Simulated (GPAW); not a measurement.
Wanted: an ASE script for a GPAW 26.7.0 run.

| Quantity | Value |
| --- | --- |
| Task | single point |
| Functional | PBE |
| Potentials or basis | GPAW PAW data sets (gpaw-data 1.2.1) |
| Cutoff | 600 eV |
| Basis | pw |
| k mesh | 5 × 5 × 1 |
| Occupations | fermi-dirac, width 0.05 eV |
| Spin | no spin polarisation |
| Maxiter | 80 |

The structure of Te2Mo lies in Te2Mo.xyz:

```xyz
6
Lattice="3.5182000000 0.0000000000 0.0000000000 -1.7591000000 3.0468505756 0.0000000000 0.0000000000 0.0000000000 13.9736000000" Properties=species:S:1:pos:R:3 pbc="T T T"
Te     1.7591000002      1.0156168584      5.2959944000
Te    -0.0000000002      2.0312337172     12.2827944000
Te     1.7591000002      1.0156168584      1.6908056000
Te    -0.0000000002      2.0312337172      8.6776056000
Mo     1.7591000002      1.0156168584     10.4802000000
Mo    -0.0000000002      2.0312337172      3.4934000000
```

One way to write it, as run:

run.py

```python
from ase.dft.bandgap import bandgap
from ase.io import read, write
from ase.units import GPa
from gpaw import GPAW, PW

atoms = read('Te2Mo.xyz')

calc = GPAW(mode=PW(600),
            xc='PBE',
            kpts={'size': (5, 5, 1), 'gamma': True},
            occupations={'name': 'fermi-dirac', 'width': 0.05},
            nbands=46,
            convergence={'density': 1e-05, 'energy': 1e-05},
            maxiter=80,
            txt='gpaw.txt')
atoms.calc = calc
energy = atoms.get_potential_energy()
forces = atoms.get_forces()
stress = atoms.get_stress()
calc.write('gs.gpw')
write('result.traj', atoms)
print(f'Energy: {energy:.6f} eV')
print('Forces (eV/A):')
print(forces.round(4))
print('Stress (GPa):', (stress / GPa).round(3))
print('Fermi level:', round(calc.get_fermi_level(), 4), 'eV')
print(f'Gap: {bandgap(calc)[0]:.4f} eV, direct: {bandgap(calc, direct=True)[0]:.4f} eV')
```

Potentials or basis: GPAW PAW data sets (gpaw-data 1.2.1), pw.

Run with:

```sh
$ OMP_NUM_THREADS=1 python run.py
```

It gave:

```
Pressure               : 2.5 GPa
Largest force          : 0.063 eV/Å
Band gap on the k mesh : 0.70 eV, indirect (least direct gap 1.28 eV)
```

Caveat: the k mesh is coarse (spacing up to 0.45 Å⁻¹), so the values aren't converged; spin-orbit coupling is left out, which moves the levels of the heavy elements; an odd mesh through Γ misses points on the zone boundary, where band edges often lie; this functional lacks dispersion, which binds the layers, so the pressure and a relaxed spacing across them are unreliable.

Run time: 13 s on 1 thread of Intel(R) Xeon(R) 6975P-C (Granite Rapids) (shared host), peak memory 0.22 GiB.
